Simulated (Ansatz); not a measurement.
The elements of this relaxed trial crystal are hidden behind letters.

```
lattice vectors (Å)
  -2.4976    2.4976    4.9810
   2.4976   -2.4976    4.9810
   2.4976    2.4976   -4.9810
fractional positions
X 0.7500 0.2500 0.5000
X 0.5000 0.5000 0.0000
X 0.2500 0.7500 0.5000
Z 0.0000 0.0000 0.0000
Q 0.3599 0.3599 0.4785
Q 0.1185 0.6401 0.0000
Q 0.8815 0.8815 0.5215
Q 0.6401 0.1185 0.0000
Q 0.6401 0.6401 0.5215
Q 0.3599 0.8815 0.0000
Q 0.1185 0.1185 0.4785
Q 0.8815 0.3599 0.0000
```

Level of theory: Ansatz 0.2.0, DFT PBE, scalar-relativistic, plane waves, PAW. The final run on the 12-atom cell used 420 eV, a Γ-centred 10×10×10 mesh, 0.02 eV smearing and no spin polarisation.

```
Space group                                  : I4/mmm (No. 139)
Conventional cell                            : a = 4.995 Å, c = 9.962 Å
Volume per atom                              : 10.36 Å³
Density                                      : 9.24 g/cm³
Energy over the elements                     : −2.806 eV/atom
Gap on the 10×10×10 mesh of the 12-atom cell : 0.35 eV
```

Energies are uncorrected and count from the elements' standard states at the same level.

Q: X is a d-block element of period 6, Z is a p-block element of period 3 and Q is a p-block element of period 2. Which elements are they?

A: X = Hf, Z = Si, Q = O, so the formula is Hf3SiO8. Density times volume gives a mean mass of 9.24 × 10.36/1.6605 = 57.6 u per atom, and this set has 57.6 u. Hf on a site of symmetry -4m2 is surrounded by 8 O at 2.19 Å; Si has 8 O at 2.07 Å; around O lie 1 Si at 2.07 Å, 3 Hf at 2.19–2.20 Å, 3 O at 2.39–2.40 Å and 3 O at 2.58–2.61 Å; 1 more site not described. Other sets within the hints have nearly the same mass, so mass alone doesn't settle it; this one was computed.

Spin–orbit coupling, which can matter for Hf, is left out. Kohn–Sham gaps at this level usually fall short of measured ones. A structure relaxed within its symmetry needn't be a true minimum. Another cell of Hf3SiO8 relaxed alike, in Cmmm, lies 0.32 eV/atom lower, so this cell isn't the stable form at this level.
